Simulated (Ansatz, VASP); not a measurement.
**One calculation of SrCl2, two programs**

```
Sr Cl
1.0
     4.40725    0.02490    0.00000
    -2.18206    3.80434    0.00000
     0.00000    0.00000    5.59607
Sr Cl
1 2
Direct
  0.00000 0.00000 0.00000
  0.33501 0.66662 0.24884
  0.66499 0.33338 0.75116
```

Change from the starting cell: shear_xy strain +1.1%.

Alike in both runs: task single point; functional PBE; k mesh 6 × 6 × 6; occupations fermi-dirac, width 0.02 eV; no spin polarisation.

|  | VASP | Ansatz |
| --- | --- | --- |
| version | VASP 6.6.1 | Ansatz 0.2.0 |
| potentials or method | VASP PAW PBE potentials, release 64 (Sr_sv, Cl) | plane waves, PAW |
| plane-wave cutoff (eV) | 520 | 420 |
| valence electrons in the cell | 24 | 24 |

VASP gave:

```
gap on the k mesh at the Fermi level (eV)       : 5.16
pressure (GPa)                                  : 1.3
largest component of the traceless stress (GPa) : 0.17
rms of the force components (eV/Å)              : 0.010
```

**Question.** Which values does Ansatz return?

**Answer.** gap on the k mesh at the Fermi level (eV): 5.16; pressure (GPa): 1.2; largest component of the traceless stress (GPa): 0.17; rms of the force components (eV/Å): 0.001.

Atom by atom the forces differ by 0.010 eV/Å (rms over components). The functional is the same, so the differences come from potentials, cutoffs and numerics.

A k mesh can miss the band edges.
